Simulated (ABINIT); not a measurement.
# Quasiparticle gap of GaP (F-43m) in ABINIT

How does a plane-wave GW calculation on GaP (F-43m) run from the first input to the gap?

Calculated with ABINIT 10.8.3; PBE and many-body steps on it, plane waves.

**The experiments to reproduce.**

- Gap 2.25 ± 0.04 eV: optical gap from Tauc plot (fundamental, indirect); spectroscopic ellipsometry, Tauc-Lorentz fit and Tauc plot; 300 K; film (GaP layer on Si reference sample) on Si (“Assessment of GaPSb/Si tandem material association properties for photoelectrochemical cells”, 2020, arxiv:2002.02774).

This is a report of a sequence of runs, with most program output left out.

## Step 1: The starting structure

It takes space group F-43m (No. 216, cubic). The conventional cell has a = 5.450 Å, b = 5.450 Å, c = 5.450 Å, α = 90.00°, β = 90.00°, γ = 90.00°. Nearest to Ga lie 4 P at 2.36 Å. Nearest to P lie 4 Ga at 2.36 Å. Farther neighbours are not listed.

The cell and positions come from the Crystallography Open Database and are kept as given unless a step says otherwise.

## Step 2: Ground state

This step: ABINIT 10.8.3; DFT, PBE, plane waves, norm-conserving pseudopotentials.

The ground-state density comes first.

run.abi

```
acell 3*1.0 Angstrom
rprim 
  0.000000000000 2.725250000000 2.725250000000
  2.725250000000 0.000000000000 2.725250000000
  2.725250000000 2.725250000000 0.000000000000
ntypat 2
znucl 31 15
natom 2
typat 1 2
xred 
  0.000000000000 0.000000000000 0.000000000000
  0.250000000000 0.250000000000 0.250000000000
pp_dirpath "pseudos"
pseudos "Ga.upf, P.upf"
ecut 36
ngkpt 6 6 6
nshiftk 1
shiftk 0 0 0
kptopt 1
chksymbreak 0
nband 14
occopt 1
tolvrs 1e-10
nstep 60
prtwf 0
optforces 0
optstress 0
indata_prefix "in"
outdata_prefix "out"
tmpdata_prefix "tmp"
```

Started as:

```console
$ OMP_NUM_THREADS=1 mpirun -n 4 abinit run.abi > log
```

The job ended after 7.4 s (4 MPI ranks of Intel Xeon Platinum 8488C (Sapphire Rapids), shared host; peak memory 0.34 GiB; 29 s of CPU time).

This step gave:

```
total energy               : -2270.1818 eV
gap                        : 1.653 eV
k of the valence top       : 0, 0, 0
k of the conduction bottom : 0.5, 0.5, 0
least direct gap           : 1.817 eV
```

The gap is indirect, with the least direct gap 0.16 eV higher.

## Step 3: Bands along the symmetry lines

Levels along a band path, at the cheap level, show where the edges lie and whether the meshes to come will hold them.

run.abi

```
acell 3*1.0 Angstrom
rprim 
  0.000000000000 2.725250000000 2.725250000000
  2.725250000000 0.000000000000 2.725250000000
  2.725250000000 2.725250000000 0.000000000000
ntypat 2
znucl 31 15
natom 2
typat 1 2
xred 
  0.000000000000 0.000000000000 0.000000000000
  0.250000000000 0.250000000000 0.250000000000
pp_dirpath "pseudos"
pseudos "Ga.upf, P.upf"
ecut 36
iscf -2
irdden 1
kptopt 0
nkpt 50
kpt 
  0.00000000 0.00000000 0.00000000
  -0.06250000 -0.06250000 0.00000000
  -0.12500000 -0.12500000 0.00000000
  -0.18750000 -0.18750000 0.00000000
  -0.25000000 -0.25000000 0.00000000
  -0.31250000 -0.31250000 0.00000000
  -0.37500000 -0.37500000 0.00000000
  -0.43750000 -0.43750000 0.00000000
  -0.50000000 -0.50000000 0.00000000
  -0.48437500 -0.48437500 0.03125000
  -0.46875000 -0.46875000 0.06250000
  -0.45312500 -0.45312500 0.09375000
  -0.43750000 -0.43750000 0.12500000
  -0.42187500 -0.42187500 0.15625000
  -0.40625000 -0.40625000 0.18750000
  -0.39062500 -0.39062500 0.21875000
  -0.37500000 -0.37500000 0.25000000
  -0.37500000 0.00000000 0.37500000
  -0.32812500 0.00000000 0.32812500
  -0.28125000 0.00000000 0.28125000
  -0.23437500 0.00000000 0.23437500
  -0.18750000 0.00000000 0.18750000
  -0.14062500 0.00000000 0.14062500
  -0.09375000 0.00000000 0.09375000
  -0.04687500 0.00000000 0.04687500
  0.00000000 0.00000000 0.00000000
  0.00000000 0.00000000 0.06250000
  0.00000000 0.00000000 0.12500000
  0.00000000 0.00000000 0.18750000
  0.00000000 0.00000000 0.25000000
  0.00000000 0.00000000 0.31250000
  0.00000000 0.00000000 0.37500000
  0.00000000 0.00000000 0.43750000
  -0.00000000 -0.00000000 0.50000000
  -0.06250000 -0.03125000 0.46875000
  -0.12500000 -0.06250000 0.43750000
  -0.18750000 -0.09375000 0.40625000
  -0.25000000 -0.12500000 0.37500000
  -0.31250000 -0.15625000 0.34375000
  -0.37500000 -0.18750000 0.31250000
  -0.43750000 -0.21875000 0.28125000
  -0.50000000 -0.25000000 0.25000000
  -0.50000000 -0.28125000 0.21875000
  -0.50000000 -0.31250000 0.18750000
  -0.50000000 -0.34375000 0.15625000
  -0.50000000 -0.37500000 0.12500000
  -0.50000000 -0.40625000 0.09375000
  -0.50000000 -0.43750000 0.06250000
  -0.50000000 -0.46875000 0.03125000
  -0.50000000 -0.50000000 0.00000000
istwfk *1
nband 16
nbdbuf 2
tolwfr 1e-08
nstep 40
prtwf 0
prtvol 0
indata_prefix "in"
outdata_prefix "out"
tmpdata_prefix "tmp"
```

Run time: 11 s. Hardware: 4 MPI ranks; peak memory 0.31 GiB.

Numbers from this step:

* gap: 1.593 eV
* k of the valence top: 0, 0, 0
* k of the conduction bottom: -0.4375, -0.4375, 0
* least direct gap: 1.817 eV

The gap is 1.593 eV, −0.060 eV from the run before at this level.

Electronic bands along the path, in eV, zero at the top of the highest filled band:

```
    point  band 6  band 7  band 8  band 9  band 10  band 11  band 12  band 13
        Γ  -12.49    0.00    0.00    0.00     1.82     3.89     3.89     3.89
  halfway  -11.46   -3.68   -1.68   -1.68     2.18     3.72     6.74     6.74
        X   -9.53   -6.75   -2.68   -2.68     1.65     1.82    10.57    10.57
  halfway   -9.51   -6.70   -3.24   -2.57     1.85     2.75     9.51     9.66
        U   -9.57   -6.55   -3.94   -2.25     2.19     4.80     8.23     8.26
jump to K   -9.57   -6.55   -3.94   -2.25     2.19     4.80     8.23     8.26
  halfway  -11.36   -4.24   -2.45   -0.66     3.28     4.99     5.00     5.87
        Γ  -12.49    0.00    0.00    0.00     1.82     3.89     3.89     3.89
  halfway  -11.72   -3.88   -0.66   -0.66     2.15     4.74     4.74     6.35
        L  -10.43   -6.63   -1.12   -1.12     1.67     4.72     4.72     8.29
  halfway  -10.02   -6.42   -3.19   -1.93     3.45     4.30     6.45     7.91
        W   -9.44   -6.55   -3.58   -3.42     4.70     4.86     6.10     6.15
  halfway   -9.49   -6.66   -3.16   -3.09     2.77     2.94     8.49     8.58
        X   -9.53   -6.75   -2.68   -2.68     1.65     1.82    10.57    10.57
```

## Step 4: Empty states on the mesh, 4×4×4 mesh, 36 bands

The sums over transitions need many empty states on a uniform mesh; this step solves for them.

run.abi

```
acell 3*1.0 Angstrom
rprim 
  0.000000000000 2.725250000000 2.725250000000
  2.725250000000 0.000000000000 2.725250000000
  2.725250000000 2.725250000000 0.000000000000
ntypat 2
znucl 31 15
natom 2
typat 1 2
xred 
  0.000000000000 0.000000000000 0.000000000000
  0.250000000000 0.250000000000 0.250000000000
pp_dirpath "pseudos"
pseudos "Ga.upf, P.upf"
ecut 36
ngkpt 4 4 4
nshiftk 1
shiftk 0 0 0
kptopt 1
chksymbreak 0
iscf -2
irdden 1
istwfk *1
nband 36
nbdbuf 4
tolwfr 1e-09
nstep 60
prtvol 0
indata_prefix "in"
outdata_prefix "out"
tmpdata_prefix "tmp"
```

The job ended after 6.1 s (4 MPI ranks; peak memory 0.29 GiB).

Numbers from this step:

- gap: 1.653 eV
- k of the valence top: 0, 0, 0
- k of the conduction bottom: 0.5, 0.5, 0
- least direct gap: 1.817 eV
- k points computed: 8
- lowest point of the top converged band, above the valence top: 29.76 eV

On this mesh the gap is 1.653 eV.

## Step 5: Screening, 4×4×4 mesh, 32 bands, screening to 87.1 eV

The RPA dielectric matrix is built and inverted for each q.

This step: RPA screening on PBE, plane waves, norm-conserving pseudopotentials.

run.abi: that of step 4 with these lines changed.

```diff
@@ -20,10 +20,11 @@
 chksymbreak 0
-iscf -2
-irdden 1
 istwfk *1
-nband 36
-nbdbuf 4
-tolwfr 1e-09
-nstep 60
-prtvol 0
+occopt 1
+irdwfk 1
+optdriver 3
+nband 32
+ecuteps 3.2
+inclvkb 2
+awtr 1
+symchi 1
 indata_prefix "in"
```

Run time: 4.1 s. Hardware: 4 MPI ranks; peak memory 0.45 GiB.

This step gave:

```yaml
eps_infinity_with_local_fields_on_this_mesh_along_the_program_s_q_direction: 18.01
the_same_without_local_fields: 19.57
plasma_frequency: 24.76 eV
plane_waves_in_the_screening_matrix: 65
```

Local fields lower ε∞ by 8 %. On a Γ-centred mesh this coarse the value itself is usually too large, while a short band sum pulls it down.

## Step 6: Self-energy, 4×4×4 mesh, 32 bands, screening to 87.1 eV

The self-energy is evaluated for the states that the input lists, and the levels follow from it, in one-shot runs by the linearised quasiparticle equation.

This step: G0W0 on PBE, plane waves, norm-conserving pseudopotentials.

run.abi: that of step 5 with these lines changed.

```diff
@@ -23,8 +23,17 @@
 irdwfk 1
-optdriver 3
+optdriver 4
 nband 32
+gwcalctyp 0
+ecutsigx 36
+symsigma 1
+nkptgw 2
+kptgw 
+  0.0000000000 0.0000000000 0.0000000000
+  0.5000000000 0.5000000000 0.0000000000
+bdgw 
+  7 13
+  8 11
 ecuteps 3.2
-inclvkb 2
-awtr 1
-symchi 1
+irdscr 1
+ppmodel 1
 indata_prefix "in"
```

Wall time 2.9 s (4 MPI ranks); peak memory 0.14 GiB; 11 s of CPU time.

This step gave:

```
G0W0 gap on the points computed              : 1.962 eV
starting gap on the mesh                     : 1.653 eV
k of the valence top                         : 0, 0, 0
k of the conduction bottom                   : 0.5, 0.5, 0
Z at the valence top                         : 0.784
Z at the conduction bottom                   : 0.808
least direct G0W0 gap on the computed points : 2.390 eV
```

The gap on the mesh goes from 1.65 eV to 1.96 eV, a correction of +0.31 eV.

Limits: finite bands, cutoff and mesh; exchange with frozen shells missing; no spin-orbit coupling; coarse k mesh. v1 is the top filled band, c1 the lowest empty one. Levels before and after the correction, in eV, zero at the valence-band top of each column:

```csv
,conduction bottom,valence top
Kohn-Sham,1.65,0.00
G0W0,1.96,0.00
```

```csv
,level,energy (eV)
Kohn-Sham,Γ v3-v1,0.000
Kohn-Sham,Γ c1,1.817
Kohn-Sham,Γ c2-c4,3.887
Kohn-Sham,(0.5 0.5 0) v2-v1,-2.683
Kohn-Sham,(0.5 0.5 0) c1,1.653
Kohn-Sham,(0.5 0.5 0) c2,1.822
G0W0,Γ v3-v1,0.000
G0W0,Γ c1,2.390
G0W0,Γ c2-c4,4.261
G0W0,(0.5 0.5 0) v2-v1,-3.114
G0W0,(0.5 0.5 0) c1,1.962
G0W0,(0.5 0.5 0) c2,2.304
```

## Step 7: Where the time went

Times are wall times on 4 MPI ranks of Intel Xeon Platinum 8488C (Sapphire Rapids), shared host, good to a factor of about two.

| step | time | share | memory (GiB) |
| --- | --- | --- | --- |
| ground state | 7.4 s | 23 % | 0.34 |
| bands along the symmetry lines | 11 s | 35 % | 0.31 |
| empty states on the mesh | 6.1 s | 19 % | 0.29 |
| screening | 4.1 s | 13 % | 0.45 |
| self-energy | 2.9 s | 9 % | 0.14 |

## Step 8: Results

```
PBE gap                              : 1.59 eV, indirect
G0W0 gap on the mesh                 : 1.96 eV
G0W0 gap over the zone (rigid shift) : 1.90 eV
GW settings                          : 4×4×4 mesh, 32 bands, screening to 87.1 eV, Godby-Needs plasmon pole
known limits                         : not at the basis limit; exchange with frozen shells missing; no spin-orbit coupling; coarse k mesh
```

G0W0 moves the gap on the mesh from 1.65 eV to 1.96 eV (+0.31 eV), with Z of 0.78 and 0.81 at the edges. The mesh misses the band edges by 0.06 eV in all; a rigid shift gives 1.90 eV for the zone. Local fields lower the RPA ε∞ on this mesh from 19.57 to 18.01; a Γ-centred mesh this coarse tends to raise both, most where the direct gap is narrow, while a short band sum lowers them. Only 2 of the mesh's irreducible points were corrected, so a valley elsewhere could overtake. The dearest step here is «bands along the symmetry lines». Against experiment, by G0W0@PBE: the gap of 1.90 eV lies −0.35 eV from the measured 2.25 ± 0.04 eV (indirect, 300 K, on Si, 2020). The calculation has static nuclei and no excitons; a measured gap holds zero-point and thermal motion, which mostly lowers it. Bands and cutoff are finite, so the gap is not at the basis limit. The miss can reach some tenths of an eV and take either sign; the mesh is an error of its own. In the G0W0 run levels were corrected at 2 k points alone, so a gap called «on the mesh» is the least over those, and an edge elsewhere would be missed. A denser mesh or path gives a starting gap of 1.59 eV: the GW mesh misses a band edge, so its gaps are not the fundamental one. The 4×4×4 mesh is coarse for this cell, which bears on the long-range parts of exchange and screening. The norm-conserving file of at least one element keeps a d shell over frozen s and p shells of the same row. Exchange with those shells is missing from the self-energy, an error of 0.3 to 0.9 eV in cases checked, whose sign depends on which edge lies on those atoms. The many-body steps are scalar-relativistic: spin-orbit coupling is not in them.

[Paths, hosts, dates, memory and timing lines, banners, echoed tables and standing remarks are left out of the program output.]

[Logs are printed without paths, hosts, clocks, repeated set-up lines and the standing remarks that a program may print on its own settings, such as how far it seeks lower states.]

[Runs of the session that timed out or met a known fault of the program may be left out.]

[Hosts, paths, dates, database ids (printed as entryN), source tags and the programs' standing remarks are cut or masked in the printed files.]

[G0W0 gaps are taken among the corrected bands and points alone; a level outside them can change the order at an edge.]

[Where Ansatz stands beside ABINIT at settings called matched, ABINIT's density can come from a denser mesh and the files from another edition; pairs whose starting gaps differed by over 0.03 eV were left out, so agreement reads better than it is.]
